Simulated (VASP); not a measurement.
# Ge: equation of state with r2SCAN

**The experiment to reproduce.**

From “Sub-monolayer structures of Ag overlayers on Ge(111): experimental observations and first-principles study”, 2019, arxiv:1908.00180, for a bulk crystal of Ge: bulk modulus 75.8 GPa.

The system is Ge.

```
CELL_PARAMETERS angstrom
0.00000 2.83791 2.83791
2.83791 0.00000 2.83791
2.83791 2.83791 0.00000
ATOMIC_POSITIONS crystal
Ge 0.75000 0.75000 0.75000
Ge 0.50000 0.50000 0.50000
```

- Program: VASP 6.6.1
- Task: equation of state
- Functional: r2SCAN
- Potentials or basis: VASP PAW PBE potentials, release 64 (Ge_d)
- Cutoff: 520 eV
- k mesh: 8 × 8 × 8
- Occupations: fermi-dirac, width 0.05 eV
- Spin: no spin polarisation

| Quantity | Value |
| --- | --- |
| Equilibrium volume | 22.86 Å³/atom |
| Bulk modulus | 70 GPa |
| Pressure derivative of the bulk modulus | 6.2 (rough: it moves with the points fitted) |

Energy against volume, from the lowest point:
| volume (Å³/atom) | energy (meV/atom) |
| --- | --- |
| 21.941 | 8.96 |
| 22.399 | 2.17 |
| 22.856 | 0.00 |
| 23.313 | 1.86 |
| 23.770 | 7.17 |

All runs of the series together: 5 min on 1 thread of Intel(R) Xeon(R) 6975P-C (Granite Rapids) (shared host).

A measured bulk modulus of Ge is 75.8 GPa (quoted in “Sub-monolayer structures of Ag overlayers on Ge(111): experimental observations and first-principles study”, 2019, arxiv:1908.00180); the calculated 70 GPa misses it by -7.7 %. The fit is for a static lattice scaled at fixed shape and fixed fractional positions. The cell as given is a measured one (22.86 Å³/atom); r2SCAN puts the equilibrium volume +0.0 % from it, thermal expansion not counted.

Caveat: the PAW data sets were made with another functional, which shifts forces and pressure a little.
